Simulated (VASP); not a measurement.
Here is a VASP 6.6.1 calculation.

Contents of INCAR:

```
SYSTEM = MgO
  PREC = Accurate
  ENCUT = 520
  EDIFF = 1E-7
  ISMEAR = 0
  SIGMA = 0.05
  LREAL = .FALSE.
  LASPH = .TRUE.
  NELM = 80
  ALGO = Normal
  ISIF = 2
  LWAVE = .FALSE.
  LCHARG = .TRUE.
  LVHAR = .TRUE.
```

Contents of MgO.cif:

```cif
data_MgO
_cell_length_a 4.19400279
_cell_length_b 4.19400279
_cell_length_c 4.19400279
_cell_angle_alpha 90.00000000
_cell_angle_beta 90.00000000
_cell_angle_gamma 90.00000000
_space_group_name_H-M_alt 'Fm-3m'
_space_group_name_Hall '-F 4 2 3'
_space_group_IT_number 225
loop_
_space_group_symop_operation_xyz
'x,y,z'
'-x,-y,-z'
'-y,x,z'
'y,-x,-z'
'-x,-y,z'
'x,y,-z'
'y,-x,z'
'-y,x,-z'
'x,-y,-z'
'-x,y,z'
'-y,-x,-z'
'y,x,z'
'-x,y,-z'
'x,-y,z'
'y,x,-z'
'-y,-x,z'
'z,x,y'
'-z,-x,-y'
'z,-y,x'
'-z,y,-x'
'z,-x,-y'
'-z,x,y'
'z,y,-x'
'-z,-y,x'
'-z,x,-y'
'z,-x,y'
'-z,-y,-x'
'z,y,x'
'-z,-x,y'
'z,x,-y'
'-z,y,x'
'z,-y,-x'
'y,z,x'
'-y,-z,-x'
'x,z,-y'
'-x,-z,y'
'-y,z,-x'
'y,-z,x'
'-x,z,y'
'x,-z,-y'
'-y,-z,x'
'y,z,-x'
'-x,-z,-y'
'x,z,y'
'y,-z,-x'
'-y,z,x'
'x,-z,y'
'-x,z,-y'
'x,y+1/2,z+1/2'
'-x,-y+1/2,-z+1/2'
'-y,x+1/2,z+1/2'
'y,-x+1/2,-z+1/2'
'-x,-y+1/2,z+1/2'
'x,y+1/2,-z+1/2'
'y,-x+1/2,z+1/2'
'-y,x+1/2,-z+1/2'
'x,-y+1/2,-z+1/2'
'-x,y+1/2,z+1/2'
'-y,-x+1/2,-z+1/2'
'y,x+1/2,z+1/2'
'-x,y+1/2,-z+1/2'
[... 41 lines left out ...]
'y+1/2,-x,z+1/2'
'-y+1/2,x,-z+1/2'
'x+1/2,-y,-z+1/2'
'-x+1/2,y,z+1/2'
'-y+1/2,-x,-z+1/2'
'y+1/2,x,z+1/2'
'-x+1/2,y,-z+1/2'
'x+1/2,-y,z+1/2'
'y+1/2,x,-z+1/2'
'-y+1/2,-x,z+1/2'
'z+1/2,x,y+1/2'
'-z+1/2,-x,-y+1/2'
'z+1/2,-y,x+1/2'
'-z+1/2,y,-x+1/2'
'z+1/2,-x,-y+1/2'
'-z+1/2,x,y+1/2'
'z+1/2,y,-x+1/2'
'-z+1/2,-y,x+1/2'
'-z+1/2,x,-y+1/2'
'z+1/2,-x,y+1/2'
'-z+1/2,-y,-x+1/2'
'z+1/2,y,x+1/2'
'-z+1/2,-x,y+1/2'
'z+1/2,x,-y+1/2'
'-z+1/2,y,x+1/2'
'z+1/2,-y,-x+1/2'
'y+1/2,z,x+1/2'
'-y+1/2,-z,-x+1/2'
'x+1/2,z,-y+1/2'
'-x+1/2,-z,y+1/2'
'-y+1/2,z,-x+1/2'
'y+1/2,-z,x+1/2'
'-x+1/2,z,y+1/2'
'x+1/2,-z,-y+1/2'
'-y+1/2,-z,x+1/2'
'y+1/2,z,-x+1/2'
'-x+1/2,-z,-y+1/2'
'x+1/2,z,y+1/2'
'y+1/2,-z,-x+1/2'
'-y+1/2,z,x+1/2'
'x+1/2,-z,y+1/2'
'-x+1/2,z,-y+1/2'
'x+1/2,y+1/2,z'
'-x+1/2,-y+1/2,-z'
'-y+1/2,x+1/2,z'
'y+1/2,-x+1/2,-z'
'-x+1/2,-y+1/2,z'
'x+1/2,y+1/2,-z'
'y+1/2,-x+1/2,z'
'-y+1/2,x+1/2,-z'
'x+1/2,-y+1/2,-z'
'-x+1/2,y+1/2,z'
'-y+1/2,-x+1/2,-z'
'y+1/2,x+1/2,z'
'-x+1/2,y+1/2,-z'
'x+1/2,-y+1/2,z'
'y+1/2,x+1/2,-z'
'-y+1/2,-x+1/2,z'
'z+1/2,x+1/2,y'
'-z+1/2,-x+1/2,-y'
'z+1/2,-y+1/2,x'
'-z+1/2,y+1/2,-x'
'z+1/2,-x+1/2,-y'
'-z+1/2,x+1/2,y'
'z+1/2,y+1/2,-x'
'-z+1/2,-y+1/2,x'
'-z+1/2,x+1/2,-y'
'z+1/2,-x+1/2,y'
'-z+1/2,-y+1/2,-x'
'z+1/2,y+1/2,x'
'-z+1/2,-x+1/2,y'
'z+1/2,x+1/2,-y'
'-z+1/2,y+1/2,x'
'z+1/2,-y+1/2,-x'
'y+1/2,z+1/2,x'
'-y+1/2,-z+1/2,-x'
'x+1/2,z+1/2,-y'
'-x+1/2,-z+1/2,y'
'-y+1/2,z+1/2,-x'
'y+1/2,-z+1/2,x'
'-x+1/2,z+1/2,y'
'x+1/2,-z+1/2,-y'
'-y+1/2,-z+1/2,x'
'y+1/2,z+1/2,-x'
'-x+1/2,-z+1/2,-y'
'x+1/2,z+1/2,y'
'y+1/2,-z+1/2,-x'
'-y+1/2,z+1/2,x'
'x+1/2,-z+1/2,y'
'-x+1/2,z+1/2,-y'
loop_
_atom_site_label
_atom_site_type_symbol
_atom_site_symmetry_multiplicity
_atom_site_Wyckoff_symbol
_atom_site_fract_x
_atom_site_fract_y
_atom_site_fract_z
_atom_site_occupancy
Mg1 Mg 4 a 0.0000000000 0.0000000000 0.0000000000 1
O1 O 4 b 0.5000000000 0.0000000000 0.0000000000 1
```

KPOINTS

```
regular mesh
0
G
  6 6 6
  0 0 0
```

The input POSCAR:

```
Mg O 
 1.0000000000000000
     4.1940027899999999    0.0000000000000000    0.0000000000000000
     0.0000000000000000    4.1940027899999999    0.0000000000000000
     0.0000000000000000    0.0000000000000000    4.1940027899999999
 Mg  O  
   4   4
Cartesian
  0.0000000000000000  0.0000000000000000  0.0000000000000000
  0.0000000000000000  2.0970013949999999  2.0970013949999999
  2.0970013949999999  0.0000000000000000  2.0970013949999999
  2.0970013949999999  2.0970013949999999  0.0000000000000000
  2.0970013949999999  0.0000000000000000  0.0000000000000000
  0.0000000000000000  2.0970013949999999  0.0000000000000000
  0.0000000000000000  0.0000000000000000  2.0970013949999999
  2.0970013949999999  2.0970013949999999  2.0970013949999999
```

Potentials or basis: VASP PAW LDA potentials, release 64 (Mg, O).

The run is started by

```sh
$ ase convert -i cif -o vasp MgO.cif POSCAR
$ cat potpaw_LDA.64/Mg/POTCAR potpaw_LDA.64/O/POTCAR > POTCAR
$ mpirun -np 1 vasp_std > vasp.out
```

(1) Predict the pressure.

(2) What does it give for the band gap on the k mesh?

Results:

(1) -5.8 GPa.

(2) 4.78 eV.

**Experimental background.**

From “Electronic structure of alkaline earth and post-transition metal oxides”, 2009, arxiv:0908.1581, for a bulk crystal of MgO: band gap 7.83 eV.

Measured gap of MgO: 7.83 eV (quoted in “Electronic structure of alkaline earth and post-transition metal oxides”, 2009, arxiv:0908.1581). This calculation gives 4.78 eV (-3.05 eV). The value is that of LDA, without temperature or zero-point motion. Semilocal functionals fall short of measured gaps as a rule. The cell is a database's relaxed one, not the measured one, which moves gaps too.
